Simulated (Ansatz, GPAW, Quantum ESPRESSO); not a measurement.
HfC: programs and potentials compared

```
Hf C
1.0
     3.34287    0.00000    0.00000
    -1.67143    2.89501    0.00000
     0.00000    0.00000    5.20271
Hf C
2 2
Direct
  0.33333 0.66667 0.25000
  0.66667 0.33333 0.75000
  0.00000 0.00000 0.50000
  0.00000 0.00000 0.00000
```

The cell comes from a database or a generator and needn't be the stable form of this composition.

Alike in all runs: task band structure; functional PBEsol; k mesh 9 × 9 × 5; occupations fermi-dirac, width 0.05 eV; no spin polarisation; no spin-orbit coupling. Pressure is positive in compression and, in plane waves, holds the error of the finite cutoff, which Ansatz's Pulay term estimates and takes out.

```
                           program and potentials  plane-wave cutoff (eV)                                                                                                                            notes  pressure (GPa)
                               Ansatz, Ansatz PAW                     420  potentials made for PBE, which Ansatz adapts in part; 15 valence electrons an atom on average; Pulay term of +0.23 GPa included           -7.37
GPAW, PAW data sets generated for this functional                     800                                                                                           8 valence electrons an atom on average           -6.30
                Quantum ESPRESSO, GBRV 1.5 PBEsol                     612                                                                                           8 valence electrons an atom on average           -7.22
```

The pressure spans -7.37 (Ansatz, Ansatz PAW) to -6.30 GPa (GPAW, PAW data sets generated for this functional).

The functional is the same throughout but for its coding, so the spread measures potentials, basis and numerics; runs on potential files found faulty are left out.

All three runs put the cell under tension, so PBEsol favours a smaller volume than the one supplied. The lattice parameters may come from a relaxation with a functional such as PBE, which usually gives longer bonds than PBEsol. Strong Hf 5d–C 2p covalency makes hafnium carbide very stiff, so even a slight mismatch in bond length produces a pressure of several GPa. The differences between programs therefore probably correspond to only small changes in equilibrium volume.

The number of valence electrons doesn't order the results. Ansatz and Quantum ESPRESSO nearly agree at -7.37 and -7.22 GPa despite their different valence partitions, whereas GPAW, with the same average count as Quantum ESPRESSO, stands apart at -6.30 GPa. This suggests that treating the filled Hf 4f shell explicitly isn't the main source of the spread, though compensating errors can't be excluded. The pressure alone doesn't show whether the contraction would be shared evenly between the hexagonal axes.
